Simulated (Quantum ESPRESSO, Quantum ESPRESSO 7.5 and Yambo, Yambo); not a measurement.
**Quasiparticle gap of BaS (Fm-3m) in Yambo**

How does a plane-wave GW calculation on BaS (Fm-3m) run from the first input to the gap?

Program: Quantum ESPRESSO 7.5 and Yambo 5.3.0. Level of theory: PBE and many-body steps on it, plane waves. Results are calculated unless marked as measured.

**1. Starting point**

It takes space group Fm-3m (No. 225, cubic). The conventional cell has a = 6.387 Å, b = 6.387 Å, c = 6.387 Å, α = 90.00°, β = 90.00°, γ = 90.00°. Ba has 6 S at 3.19 Å nearest. S has 6 Ba at 3.19 Å nearest. Farther neighbours and most contacts between anions are not listed.

Structure file:

```cif
data_structure
_symmetry_space_group_name_H-M 'Fm-3m'
_symmetry_Int_Tables_number 225
_cell_length_a 6.3875
_cell_length_b 6.3875
_cell_length_c 6.3875
_cell_angle_alpha 90.000
_cell_angle_beta 90.000
_cell_angle_gamma 90.000
_cell_volume 260.61
loop_
_atom_site_label
_atom_site_type_symbol
_atom_site_symmetry_multiplicity
_atom_site_Wyckoff_symbol
_atom_site_fract_x
_atom_site_fract_y
_atom_site_fract_z
_atom_site_occupancy
Ba1 Ba 4 a 0.00000 0.00000 0.00000 1
S1 S 4 b 0.50000 0.00000 0.00000 1
```

The cell and positions come from the Crystallography Open Database and are kept as given unless a step says otherwise. Spin-orbit coupling is left out unless a step names it.

**2. Ground state**

This step: Quantum ESPRESSO 7.5; DFT, PBE, plane waves, norm-conserving pseudopotentials.

The ground-state density comes first.

pw.in

```
&control
  calculation = 'scf'
  prefix = 'x'
  outdir = 'o'
  pseudo_dir = 'pseudo'
/
&system
  ibrav = 0
  nat = 2
  ntyp = 2
  ecutwfc = 40.0
  nbnd = 13
  force_symmorphic = .true.
/
&electrons
  conv_thr = 1e-10
  electron_maxstep = 80
  mixing_beta = 0.5
/
ATOMIC_SPECIES
  Ba 137.33 Ba.upf
  S 32.06 S.upf
CELL_PARAMETERS angstrom
  -0.0000000000 3.1937500000 3.1937500000
  3.1937500000 -0.0000000000 3.1937500000
  3.1937500000 3.1937500000 -0.0000000000
ATOMIC_POSITIONS crystal
  Ba 0.0000000000 0.0000000000 0.0000000000
  S 0.5000000000 0.5000000000 0.5000000000
K_POINTS automatic
  6 6 6 0 0 0
```

Command:

```console
$ OMP_NUM_THREADS=1 mpirun -n 8 pw.x -nk 8 -in pw.in > pw.out
```

Output:

```text
Program PWSCF v.7.5 starts

     This program is part of the open-source Quantum ESPRESSO suite
     for quantum simulation of materials; please cite
         "P. Giannozzi et al., J. Phys.:Condens. Matter 21 395502 (2009);
         "P. Giannozzi et al., J. Phys.:Condens. Matter 29 465901 (2017);
         "P. Giannozzi et al., J. Chem. Phys. 152 154105 (2020);
     in publications or presentations arising from this work. More details at
     Message from routine setup:
     using ibrav=0 with symmetry is DISCOURAGED, use correct ibrav instead

     G-vector sticks info

     bravais-lattice index     =            0
     lattice parameter (alat)  =       8.5352  a.u.
     unit-cell volume          =     439.6725 (a.u.)^3
     number of atoms/cell      =            2
     number of atomic types    =            2
     number of electrons       =        16.00
     number of Kohn-Sham states=           13
     kinetic-energy cutoff     =      40.0000  Ry
     charge density cutoff     =     160.0000  Ry
     scf convergence threshold =      1.0E-10
     mixing beta               =       0.5000
     number of iterations used =            8  plain     mixing
     Exchange-correlation= PBE
                           (   1   4   3   4   0   0   0)

     celldm(1)=   8.535221  celldm(2)=   0.000000  celldm(3)=   0.000000
     celldm(4)=   0.000000  celldm(5)=   0.000000  celldm(6)=   0.000000

     crystal axes: (cart. coord. in units of alat)
               a(1) = (  -0.000000   0.707107   0.707107 )
               a(2) = (   0.707107  -0.000000   0.707107 )
               a(3) = (   0.707107   0.707107  -0.000000 )

     reciprocal axes: (cart. coord. in units 2 pi/alat)
               b(1) = ( -0.707107  0.707107  0.707107 )
               b(2) = (  0.707107 -0.707107  0.707107 )
               b(3) = (  0.707107  0.707107 -0.707107 )
     Pseudo is Norm-conserving + core correction, Zval = 10.0
     Generated using ONCVPSP code by D. R. Hamann
     Using radial grid of 1958 points,  6 beta functions with:
     Pseudo is Norm-conserving + core correction, Zval =  6.0
     Generated using ONCVPSP code by D. R. Hamann
     Using radial grid of 1146 points,  6 beta functions with:
     Ba               10.00   137.33000     Ba( 1.00)
     S                 6.00    32.06000     S ( 1.00)

     48 Sym. Ops., with inversion, found

   Cartesian axes

     site n.     atom                  positions (alat units)
         1        Ba     tau(   1) = (   0.0000000   0.0000000   0.0000000  )
         2        S      tau(   2) = (   0.7071068   0.7071068   0.7071068  )

     number of k points=    16
                       cart. coord. in units 2pi/alat
        k(    1) = (   0.0000000   0.0000000   0.0000000), wk =   0.0092593
        k(    2) = (   0.1178511   0.1178511  -0.1178511), wk =   0.0740741
        k(    3) = (   0.2357023   0.2357023  -0.2357023), wk =   0.0740741
        k(    4) = (  -0.3535534  -0.3535534   0.3535534), wk =   0.0370370
        k(    5) = (   0.2357023   0.0000000  -0.0000000), wk =   0.0555556
        k(    6) = (   0.3535534   0.1178511  -0.1178511), wk =   0.2222222
        k(    7) = (  -0.2357023  -0.4714045   0.4714045), wk =   0.2222222
        k(    8) = (  -0.1178511  -0.3535534   0.3535534), wk =   0.2222222
        k(    9) = (   0.0000000  -0.2357023   0.2357023), wk =   0.1111111
        k(   10) = (   0.4714045   0.0000000  -0.0000000), wk =   0.0555556
     [... 4 further rows ...]
        k(   15) = (  -0.1178511  -0.3535534   0.5892557), wk =   0.2222222
        k(   16) = (  -0.7071068   0.2357023   0.0000000), wk =   0.1111111

     Dense  grid:    15065 G-vectors     FFT dimensions: (  36,  36,  36)

     Initial potential from superposition of free atoms

     starting charge      15.9834, renormalised to      16.0000
     Starting wfcs are    9 randomized atomic wfcs +    4 random wfcs

     per-process dynamical memory:    15.1 Mb

     Self-consistent Calculation

     iteration #  1     ecut=    40.00 Ry     beta= 0.50

     Threshold (ethr) on eigenvalues was too large:
     Diagonalizing with lowered threshold

     total energy              =     -78.52702486 Ry
     estimated scf accuracy    <       0.13336109 Ry

     iteration #  2     ecut=    40.00 Ry     beta= 0.50

     total energy              =     -78.55944788 Ry
     estimated scf accuracy    <       0.01405482 Ry

     iteration #  3     ecut=    40.00 Ry     beta= 0.50

     total energy              =     -78.56237739 Ry
     estimated scf accuracy    <       0.00181335 Ry

     iteration #  4     ecut=    40.00 Ry     beta= 0.50

     total energy              =     -78.56249647 Ry
     estimated scf accuracy    <       0.00007287 Ry

     iteration #  5     ecut=    40.00 Ry     beta= 0.50

     total energy              =     -78.56251805 Ry
     estimated scf accuracy    <       0.00000313 Ry

     iteration #  6     ecut=    40.00 Ry     beta= 0.50

     total energy              =     -78.56251895 Ry
     estimated scf accuracy    <       0.00000012 Ry

     iteration #  7     ecut=    40.00 Ry     beta= 0.50

     total energy              =     -78.56251901 Ry
     estimated scf accuracy    <       0.00000009 Ry

     iteration #  8     ecut=    40.00 Ry     beta= 0.50

     total energy              =     -78.56251903 Ry
     estimated scf accuracy    <          2.2E-09 Ry

     iteration #  9     ecut=    40.00 Ry     beta= 0.50

     total energy              =     -78.56251903 Ry
     estimated scf accuracy    <          7.3E-10 Ry

     iteration # 10     ecut=    40.00 Ry     beta= 0.50

     End of self-consistent calculation

          k = 0.0000 0.0000 0.0000 (  1893 PWs)   bands (ev):

   -20.1603  -5.2015  -5.2015  -5.2015  -4.4386   5.8941   5.8941   5.8941
     9.5199   9.8002   9.8002   9.8002  10.7242

          k = 0.1179 0.1179-0.1179 (  1877 PWs)   bands (ev):

   -20.1493  -5.6545  -5.2111  -5.2111  -3.9635   5.2545   5.5616   5.5616
     9.8309  10.2031  10.2031  10.4902  11.4899

          k = 0.2357 0.2357-0.2357 (  1886 PWs)   bands (ev):

   -20.1270  -6.1533  -5.2301  -5.2301  -3.4164   4.3543   5.0477   5.0477
    10.3729  11.2818  11.2818  11.9451  13.2288

          k =-0.3536-0.3536 0.3536 (  1892 PWs)   bands (ev):

     [... further k-points ...]

     highest occupied, lowest unoccupied level (ev):     5.8941    8.0404

!    total energy              =     -78.56251903 Ry
     estimated scf accuracy    <          3.9E-12 Ry

     The total energy is the sum of the following terms:
     one-electron contribution =      -5.46322636 Ry
     hartree contribution      =       9.19926642 Ry
     xc contribution           =     -19.80725066 Ry
     ewald contribution        =     -62.49130842 Ry

     convergence has been achieved in  10 iterations

     XML data file, charge density, pseudopotentials, collected wavefunctions

=------------------------------------------------------------------------------=
   JOB DONE.
=------------------------------------------------------------------------------=
```

The job ended after 2.2 s (8 MPI ranks of AMD EPYC 7B13 (Zen 3), shared host; peak memory 0.44 GiB; 16 s of CPU time).

This step gave:

```yaml
total_energy: -1068.8975 eV
gap: 2.146 eV
k_of_the_valence_top: 0, 0, 0
k_of_the_conduction_bottom: 0, -0.5, -0.5
least_direct_gap: 2.272 eV
```

The gap is indirect, with the least direct gap 0.13 eV higher.

**3. Bands along the symmetry lines**

Levels along a band path, at the cheap level, show where the edges lie and whether the meshes to come will hold them.

pw.in

```
&control
  calculation = 'bands'
  prefix = 'x'
  outdir = 'o'
  pseudo_dir = 'pseudo'
/
&system
  ibrav = 0
  nat = 2
  ntyp = 2
  ecutwfc = 40.0
  nbnd = 14
  force_symmorphic = .true.
/
&electrons
  conv_thr = 1e-9
  electron_maxstep = 80
  diago_full_acc = .true.
  diago_thr_init = 5e-6
/
ATOMIC_SPECIES
  Ba 137.33 Ba.upf
  S 32.06 S.upf
CELL_PARAMETERS angstrom
  -0.0000000000 3.1937500000 3.1937500000
  3.1937500000 -0.0000000000 3.1937500000
  3.1937500000 3.1937500000 -0.0000000000
ATOMIC_POSITIONS crystal
  Ba 0.0000000000 0.0000000000 0.0000000000
  S 0.5000000000 0.5000000000 0.5000000000
K_POINTS crystal
  50
  0.00000000 0.00000000 0.00000000 1
  0.06250000 0.00000000 0.06250000 1
  0.12500000 0.00000000 0.12500000 1
  0.18750000 0.00000000 0.18750000 1
  0.25000000 0.00000000 0.25000000 1
  0.31250000 0.00000000 0.31250000 1
  0.37500000 0.00000000 0.37500000 1
  0.43750000 0.00000000 0.43750000 1
  0.50000000 0.00000000 0.50000000 1
  0.51562500 0.03125000 0.51562500 1
  0.53125000 0.06250000 0.53125000 1
  0.54687500 0.09375000 0.54687500 1
  0.56250000 0.12500000 0.56250000 1
  0.57812500 0.15625000 0.57812500 1
  0.59375000 0.18750000 0.59375000 1
  0.60937500 0.21875000 0.60937500 1
  0.62500000 0.25000000 0.62500000 1
  0.37500000 0.37500000 0.75000000 1
  0.32812500 0.32812500 0.65625000 1
  0.28125000 0.28125000 0.56250000 1
  0.23437500 0.23437500 0.46875000 1
  0.18750000 0.18750000 0.37500000 1
  0.14062500 0.14062500 0.28125000 1
  0.09375000 0.09375000 0.18750000 1
  0.04687500 0.04687500 0.09375000 1
  0.00000000 0.00000000 0.00000000 1
  0.06250000 0.06250000 0.06250000 1
  0.12500000 0.12500000 0.12500000 1
  0.18750000 0.18750000 0.18750000 1
  0.25000000 0.25000000 0.25000000 1
  0.31250000 0.31250000 0.31250000 1
  0.37500000 0.37500000 0.37500000 1
  0.43750000 0.43750000 0.43750000 1
  0.50000000 0.50000000 0.50000000 1
  0.50000000 0.46875000 0.53125000 1
  0.50000000 0.43750000 0.56250000 1
  0.50000000 0.40625000 0.59375000 1
  0.50000000 0.37500000 0.62500000 1
  0.50000000 0.34375000 0.65625000 1
  0.50000000 0.31250000 0.68750000 1
  0.50000000 0.28125000 0.71875000 1
  0.50000000 0.25000000 0.75000000 1
  0.50000000 0.21875000 0.71875000 1
  0.50000000 0.18750000 0.68750000 1
  0.50000000 0.15625000 0.65625000 1
  0.50000000 0.12500000 0.62500000 1
  0.50000000 0.09375000 0.59375000 1
  0.50000000 0.06250000 0.56250000 1
  0.50000000 0.03125000 0.53125000 1
  0.50000000 0.00000000 0.50000000 1
```

Output:

```text
[banner, memory and clock lines left out]
Program PWSCF v.7.5 starts

     Atomic positions and unit cell read from directory:
     o/x.save/

     Message from routine setup:
     using ibrav=0 with symmetry is DISCOURAGED, use correct ibrav instead

     G-vector sticks info

     bravais-lattice index     =            0
     lattice parameter (alat)  =       8.5352  a.u.
     unit-cell volume          =     439.6725 (a.u.)^3
     number of atoms/cell      =            2
     number of atomic types    =            2
     number of electrons       =        16.00
     number of Kohn-Sham states=           14
     kinetic-energy cutoff     =      40.0000  Ry
     charge density cutoff     =     160.0000  Ry
     Exchange-correlation= PBE
                           (   1   4   3   4   0   0   0)

     celldm(1)=   8.535221  celldm(2)=   0.000000  celldm(3)=   0.000000
     celldm(4)=   0.000000  celldm(5)=   0.000000  celldm(6)=   0.000000

     crystal axes: (cart. coord. in units of alat)
               a(1) = (  -0.000000   0.707107   0.707107 )
               a(2) = (   0.707107  -0.000000   0.707107 )
               a(3) = (   0.707107   0.707107  -0.000000 )

     reciprocal axes: (cart. coord. in units 2 pi/alat)
               b(1) = ( -0.707107  0.707107  0.707107 )
               b(2) = (  0.707107 -0.707107  0.707107 )
               b(3) = (  0.707107  0.707107 -0.707107 )
     Pseudo is Norm-conserving + core correction, Zval = 10.0
     Generated using ONCVPSP code by D. R. Hamann
     Using radial grid of 1958 points,  6 beta functions with:
     Pseudo is Norm-conserving + core correction, Zval =  6.0
     Generated using ONCVPSP code by D. R. Hamann
     Using radial grid of 1146 points,  6 beta functions with:
     Ba               10.00   137.33000     Ba( 1.00)
     S                 6.00    32.06000     S ( 1.00)

     48 Sym. Ops., with inversion, found

   Cartesian axes

     site n.     atom                  positions (alat units)
         1        Ba     tau(   1) = (   0.0000000   0.0000000   0.0000000  )
         2        S      tau(   2) = (   0.7071068   0.7071068   0.7071068  )

     number of k points=    50
                       cart. coord. in units 2pi/alat
        k(    1) = (   0.0000000   0.0000000   0.0000000), wk =   0.0400000
        k(    2) = (   0.0000000   0.0883883   0.0000000), wk =   0.0400000
        k(    3) = (   0.0000000   0.1767767   0.0000000), wk =   0.0400000
[...]
[... 38 further rows ...]
        k(   49) = (   0.0441942   0.7071068   0.0000000), wk =   0.0400000
        k(   50) = (   0.0000000   0.7071068   0.0000000), wk =   0.0400000

     Dense  grid:    15065 G-vectors     FFT dimensions: (  36,  36,  36)

     The potential is recalculated from file :
     o/x.save/charge-density

     Starting wfcs are    9 randomized atomic wfcs +    5 random wfcs

     Band Structure Calculation

     End of band structure calculation

          k = 0.0000 0.0000 0.0000 (  1893 PWs)   bands (ev):

   -20.1603  -5.2015  -5.2015  -5.2015  -4.4386   5.8941   5.8941   5.8941
     9.5199   9.8002   9.8002   9.8002  10.7242  10.7242

          k = 0.0000 0.0884 0.0000 (  1881 PWs)   bands (ev):

   -20.1581  -5.3160  -5.2088  -5.2088  -4.3099   5.6592   5.8720   5.8720
     9.6889   9.6905   9.9390   9.9390  10.7584  11.0119

          k = 0.0000 0.1768 0.0000 (  1884 PWs)   bands (ev):

   -20.1517  -5.5206  -5.2297  -5.2297  -4.0768   5.1874   5.8202   5.8202
     9.4101   9.9808  10.3331  10.3331  10.8583  11.8555

          k =-0.0000 0.2652 0.0000 (  1876 PWs)   bands (ev):

[...]
k = 0.0000 0.4419-0.0000 (  1876 PWs)   bands (ev):

[...]
k =-0.0000 0.5303 0.0000 (  1872 PWs)   bands (ev):

[...]
k = 0.0000 0.6187-0.0000 (  1888 PWs)   bands (ev):

[...]
k = 0.4640 0.4640-0.0000 (  1876 PWs)   bands (ev):

[...]
k = 0.3315 0.3315-0.0000 (  1877 PWs)   bands (ev):

[...]
k = 0.3094 0.7071-0.0000 (  1880 PWs)   bands (ev):

[...]
k = 0.2210 0.7071-0.0000 (  1868 PWs)   bands (ev):

[...]
k = 0.1768 0.7071-0.0000 (  1872 PWs)   bands (ev):

[...]
k = 0.0442 0.7071 0.0000 (  1872 PWs)   bands (ev):

   -20.1027  -5.6817  -5.4112  -5.3952  -4.3234   5.3952   5.7246   5.7541
     8.0848  11.8949  12.0066  13.2815  13.4298  13.5451

          k = 0.0000 0.7071 0.0000 (  1868 PWs)   bands (ev):

   -20.1027  -5.6844  -5.3923  -5.3923  -4.3494   5.3961   5.7680   5.7680
     8.0404  11.8616  11.9510  13.4289  13.4289  13.5549

     XML data file, pseudopotentials, collected wavefunctions
```

Elapsed: 2.1 s, on 8 MPI ranks; peak memory 0.41 GiB; 15 s of CPU time.

Numbers from this step:

* gap: 2.146 eV
* k of the valence top: 0, 0, 0
* k of the conduction bottom: 0.5, 0, 0.5
* least direct gap: 2.272 eV

The gap is 2.146 eV, as in the run before at this level.

The electronic bands at the labelled points (eV, zero at the top of the highest filled band; v1 is the highest filled band, c1 the lowest empty one):

```tsv
point	v4	v3	v2	v1	c1	c2	c3	c4
Γ	-10.33	0.00	0.00	0.00	3.63	3.91	3.91	3.91
halfway	-9.73	-1.27	-0.16	-0.16	2.83	4.73	5.32	5.76
X	-10.24	-0.50	-0.13	-0.13	2.15	5.97	6.06	7.53
halfway	-10.07	-0.50	-0.40	-0.27	2.48	6.33	6.36	6.88
U	-9.74	-0.92	-0.59	-0.51	3.32	5.97	6.63	6.78
jump to K	-9.74	-0.92	-0.59	-0.51	3.32	5.97	6.63	6.78
halfway	-9.47	-1.38	-0.86	-0.32	4.09	4.74	5.02	5.91
Γ	-10.33	0.00	0.00	0.00	3.63	3.91	3.91	3.91
halfway	-9.56	-1.13	-0.61	-0.61	4.12	4.78	4.78	5.41
L	-9.10	-1.90	-1.06	-1.06	5.58	5.67	6.35	6.35
halfway	-9.40	-1.45	-0.84	-0.76	4.70	4.89	6.69	6.91
W	-9.70	-1.10	-0.47	-0.47	4.30	4.30	6.33	6.90
halfway	-9.95	-0.65	-0.51	-0.29	2.79	6.13	6.18	6.91
X	-10.24	-0.50	-0.13	-0.13	2.15	5.97	6.06	7.53
```

The electronic bands as a text plot (rows in eV, shown from -8.0 to 4.8 only):

```
    4.6 |+ +++++            +++++++++ ++   +++++      ++++++
    4.0 |++++              +    +++++++++++++              +
    3.5 |+ ++             +           ++                    +
    3.0 |    +++         +                                   +
    2.4 |       +++++ +++                                     +++
    1.9 |            +
    1.4 |
    0.8 |
    0.3 |
   -0.2 |***********************************             ********
   -0.8 |  **     ***   *************      ****** *******   **
   -1.3 |    *****         ********         ***  *    ******
   -1.9 |                                      *******
   -2.4 |
   -2.9 |
   -3.5 |
   -4.0 |
   -4.5 |
   -5.1 |
   -5.6 |
   -6.1 |
   -6.7 |
   -7.2 |
   -7.7 |
         Γ           X  U|K            Γ         L        W     X
```

[end of part 1 of 3]

[Paths, hosts, dates, memory and timing lines, banners, echoed tables and standing remarks are left out of the program output.]

[Logs are printed without paths, hosts, clocks, repeated set-up lines and the standing remarks that a program may print on its own settings, such as how far it seeks lower states.]

[Runs of the session that timed out or met a known fault of the program may be left out.]

[Hosts, paths, dates, database ids (printed as entryN), source tags and the programs' standing remarks are cut or masked in the printed files.]
